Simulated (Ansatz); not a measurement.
# ZrC (CsCl type): response to moved atoms and strain

How does ZrC (CsCl type) push back when it is distorted? Each run changes the relaxed cell in one way. The cell was built by placing the elements on the sites of a structure type; the runs don't test whether it is the stable form.

Computed with Ansatz 0.2.0 (DFT r²SCAN, scalar-relativistic, plane waves, PAW, unless a step's input says otherwise).

## (1) The system as given

It takes space group Pm-3m (No. 221, cubic). Conventional cell: a = 2.916 Å, b = 2.916 Å, c = 2.916 Å, α = 90.00°, β = 90.00°, γ = 90.00°. Around Zr (site symmetry m-3m) lie 8 C at 2.53 Å. Around C (site symmetry m-3m) lie 8 Zr at 2.53 Å.

As a file:

```xyz
2
Lattice="2.9161 0.0000 0.0000 0.0000 2.9161 0.0000 0.0000 0.0000 2.9161" Properties=species:S:1:pos:R:3 pbc="T T T"
Zr    0.0000    0.0000    0.0000
C     1.4581    1.4581    1.4581
```

An earlier run at r²SCAN left this cell at 12.399 Å³/atom and 0.00 GPa (12×12×12 mesh).

The changes: atom 1 (Zr) moved 0.05 Å along z; strain e6 = +0.01, atoms carried along; all atoms moved at random (σ = 0.15 Å), cell strained at random (1 %).

## (2) Atom 1 (Zr) moved 0.05 Å along z

File input.yaml:

```yaml
crystal:
  lattice:
    - [2.9161228722, 0.0, 0.0]
    - [0.0, 2.9161228722, 0.0]
    - [0.0, 0.0, 2.9161228722]
  atoms:
    - { symbol: Zr, position: [0.0, 0.0, 0.0171460539] }
    - { symbol: C, position: [0.5, 0.5, 0.5] }
basis:
  ecutwfc: 500
  ecutrho_ratio: 4
kpoints:
  mp_grid: { grid: [12, 12, 12] }
hamiltonian:
  xc: r2scan
scf:
  occupations: { method: gaussian, width: 0.05 }
output:
  forces: true
  stress: true
  eigenvalues: true
```

Standard output, shortened:

```text
Warning: RAYON_NUM_THREADS=2 ignored (pool sized by the plan → 2); use --threads N
[...]
Pseudopotentials: kind: paw
Pseudopotential: Zr, paw, valence charge 12, recommended cutoff 500 eV (meta_gga), Zr.paw.azcp
Pseudopotential: C, paw, valence charge 4, recommended cutoff 500 eV (meta_gga), C.paw.azcp
Functional definition: r2SCAN
[...]
Crystal: 2 atoms, lattice volume = 24.798 Å³
Basis set: ecut = 500 eV, 619 PW (Γ), exchange–correlation on 96×96×96 points (64 copies of the dense FFT grid, shifted against one another)
Bands: 12, of which v1, the nominal top of the filled ones, is band 8 counted from 1 (7 counted from 0)
Symmetry: 8 space group operations
Space group: P4mm (ITA 99), of the structure as read, at distance tolerance 2.9e-5 Å
k-points: 196 of 1728 (time reversal used)
[...]
SCF iter   1: F=—  HF=-4445.989956 eV  |F-HF|=—  |Δ(HF+E_count)|=         —  Δρ=1.76e-2  dr2=1.32e-1  dr2_τ=9.76e-2  ethr=1.77e-3  ⟨swp⟩=5.5  Hψ=12358  notcnv=0
[...]
SCF iter   7: F=-4446.055954 eV  HF=-4446.055954 eV  |F-HF|=1.45e-9  |Δ(HF+E_count)|=   1.78e-7  Δρ=3.42e-6  dr2=2.79e-9  dr2_τ=4.60e-10  ethr=6.25e-10  ⟨swp⟩=4.0  Hψ=9300  notcnv=0
the search or the solves at the SCF's close seem to have found levels that the self-consistency loop had missed (the run counts 3). By its estimate they hold under 1e-12 electrons; where the run keeps them, the occupations were computed again with them
[...]
SCF converged after 7 iterations
Free energy (F): -4446.055954 eV
[...]
E sigma→0 (E₀):  -4446.054675 eV
Entropy (-TS):   -0.002558 eV (-1.279 meV/atom)
Fermi energy:    16.084298 eV
[...]
--- Forces (eV/Å), atoms counted from 1 ---
  atom   1  Zr    -0.00000000     0.00000000    -0.01116172
  atom   2  C      0.00000000     0.00000000     0.01116961
[...]
--- Stress (GPa, compression-positive) ---
        0.503157       0.000000       0.000000
        0.000000       0.503157       0.000000
       -0.000000       0.000000      -0.445401
  P = ⅓ Tr σ = 0.1870 GPa (1.870 kbar)
--- Band table (eV; the first three rows and the last of 196) ---
  k-point 0: bands = ["-34.3808", "-11.1393", "-11.1370", "-11.1370", "3.4787", "14.1102", "14.1424", "17.3141", "17.3141", "17.3700", "21.4858", "21.4986"]
[...]
```

It took 15 s on 2 threads of an Arm CPU, shared host; peak memory 0.51 GiB.

Result: volume 12.399 Å³/atom, pressure 0.19 GPa, a metal on this mesh.

## (3) Strain e6 = +0.01, atoms carried along

File input.yaml:

```yaml
crystal:
  lattice:
    - [2.9161228722, 0.0145806144, 0.0]
    - [0.0145806144, 2.9161228722, 0.0]
    - [0.0, 0.0, 2.9161228722]
  atoms:
    - { symbol: Zr, position: [0.0, 0.0, 0.0] }
    - { symbol: C, position: [0.5, 0.5, 0.5] }
basis:
  ecutwfc: 500
  ecutrho_ratio: 4
kpoints:
  mp_grid: { grid: [12, 12, 12] }
hamiltonian:
  xc: r2scan
scf:
  occupations: { method: gaussian, width: 0.05 }
output:
  forces: true
  stress: true
  eigenvalues: true
```

Standard output, shortened:

```text
Warning: RAYON_NUM_THREADS=2 ignored (pool sized by the plan → 2); use --threads N
[...]
[... 4 set-up lines as earlier in the session ...]
[...]
Crystal: 2 atoms, lattice volume = 24.797 Å³
Basis set: ecut = 500 eV, 619 PW (Γ), exchange–correlation on 96×96×96 points (64 copies of the dense FFT grid, shifted against one another)
Bands: 12, of which v1, the nominal top of the filled ones, is band 8 counted from 1 (7 counted from 0)
[... 1 set-up line as earlier in the session ...]
Space group: Cmmm (ITA 65), of the structure as read, at distance tolerance 2.9e-5 Å
k-points: 301 of 1728
[...]
the search or the solves at the SCF's close seem to have found levels that the self-consistency loop had missed (the run counts 4). By its estimate they hold under 1e-12 electrons; where the run keeps them, the occupations were computed again with them
[...]
SCF converged after 7 iterations
Free energy (F): -4446.058401 eV
[...]
E sigma→0 (E₀):  -4446.056891 eV
Entropy (-TS):   -0.003021 eV (-1.510 meV/atom)
Fermi energy:    16.084879 eV
[...]
--- Forces (eV/Å), atoms counted from 1 ---
  atom   1  Zr     0.00000000     0.00000000     0.00000000
  atom   2  C     -0.00000000    -0.00000000    -0.00000000
[...]
--- Stress (GPa, compression-positive) ---
       -0.000363       2.812140       0.000000
        2.812140      -0.000363       0.000000
        0.000000       0.000000       0.088866
  P = ⅓ Tr σ = 0.0294 GPa (0.294 kbar)
--- Band table (eV; the first three rows and the last of 301) ---
  k-point 0: bands = ["-34.3790", "-11.1394", "-11.1355", "-11.1316", "3.4752", "14.1437", "14.1446", "17.3179", "17.3197", "17.3218", "21.4633", "21.4845"]
[...]
```

Wall time 14 s (2 threads of an Arm CPU, shared host); peak memory 0.52 GiB.

In short: volume 12.399 Å³/atom, pressure 0.03 GPa, metallic.

## (4) All atoms moved at random (σ = 0.15 Å), cell strained at random (1 %)

File input.yaml:

```yaml
crystal:
  lattice:
    - [2.9147098806, -0.0239714928, 0.0127655901]
    - [-0.0239714928, 2.9359134113, 0.0284132223]
    - [0.0127655901, 0.0284132223, 2.9653959538]
  atoms:
    - { symbol: Zr, position: [0.0201480728, 0.0073632003, -0.0674831636] }
    - { symbol: C, position: [0.4798519272, 0.4926367997, 0.5674831636] }
basis:
  ecutwfc: 500
  ecutrho_ratio: 4
kpoints:
  mp_grid: { grid: [12, 12, 12] }
hamiltonian:
  xc: r2scan
scf:
  occupations: { method: gaussian, width: 0.05 }
output:
  forces: true
  stress: true
  eigenvalues: true
```

Standard output, shortened:

```text
Warning: RAYON_NUM_THREADS=2 ignored (pool sized by the plan → 2); use --threads N
[...]
[... 4 set-up lines as earlier in the session ...]
[...]
Crystal: 2 atoms, lattice volume = 25.371 Å³
Basis set: ecut = 500 eV, 639 PW (Γ), exchange–correlation on 96×96×96 points (64 copies of the dense FFT grid, shifted against one another)
Bands: 12, of which v1, the nominal top of the filled ones, is band 8 counted from 1 (7 counted from 0)
Symmetry: 1 space group operations
Space group: P1 (ITA 1), of the structure as read, at distance tolerance 2.9e-5 Å
k-points: 868 of 1728 (time reversal used)
[...]
SCF iter   1: F=—  HF=-4446.042246 eV  |F-HF|=—  |Δ(HF+E_count)|=         —  Δρ=1.88e-2  dr2=1.33e-1  dr2_τ=1.19e-1  ethr=1.77e-3  ⟨swp⟩=5.7  Hψ=54809  notcnv=0
[...]
SCF iter   7: F=-4446.107527 eV  HF=-4446.107527 eV  |F-HF|=7.93e-10  |Δ(HF+E_count)|=   3.44e-8  Δρ=6.00e-6  dr2=5.40e-9  dr2_τ=1.16e-9  ethr=6.25e-10  ⟨swp⟩=3.2  Hψ=39628  notcnv=0
[...]
SCF converged after 7 iterations
Free energy (F): -4446.107527 eV
[...]
E sigma→0 (E₀):  -4446.106739 eV
Entropy (-TS):   -0.001577 eV (-0.788 meV/atom)
Fermi energy:    15.719265 eV
[...]
--- Forces (eV/Å), atoms counted from 1 ---
  atom   1  Zr    -0.10201846    -0.10349806    -0.28308327
  atom   2  C      0.10201816     0.10350348     0.28307199
[...]
--- Stress (GPa, compression-positive) ---
       13.671386      -3.169744       0.936683
       -3.169743      15.038899       2.257509
        0.936683       2.257510     -11.532357
  P = ⅓ Tr σ = 5.7260 GPa (57.260 kbar)
--- Band table (eV; the first three rows and the last of 868) ---
  k-point 0: bands = ["-34.7110", "-11.6204", "-11.5051", "-11.4832", "3.3065", "12.6375", "13.6174", "16.4413", "16.9121", "18.9283", "20.9942", "21.4267"]
[...]
```

Wall time 50 s (2 threads of an Arm CPU, shared host); peak memory 0.81 GiB.

This gives: volume 12.686 Å³/atom, pressure 5.73 GPa, no gap.

Forces on the atoms, as numbers:

```csv
atom,x (eV/Å),y (eV/Å),z (eV/Å)
Zr1,-0.102,-0.103,-0.283
C2,0.102,0.104,0.283
```

## (5) The distortions side by side

| change | change of free energy (meV/atom) | largest force (eV/Å) | largest change of stress (GPa) |
| --- | --- | --- | --- |
| atom 1 (Zr) moved 0.05 Å along z | 0.13 | 0.011 | 0.50 |
| strain e6 = +0.01, atoms carried along | -1.09 | 0.000 | 2.81 |
| all atoms moved at random (σ = 0.15 Å), cell strained at random (1 %) | -25.66 | 0.318 | 15.04 |

Moving atom 1 by 0.05 Å meets a restoring force of 0.011 eV/Å along the move, a force constant of about 0.2 eV/Å². Under e6 = +0.01 the matching stress changes by +2.81 GPa (compression positive), while the largest change is +2.81 GPa in component xy. The stress drives this strain further, which points to an instability. A distortion lowers the energy, so the starting cell or its electronic state is no minimum. A separate test found that a distortion of this cell lowers its energy, so it is no minimum.
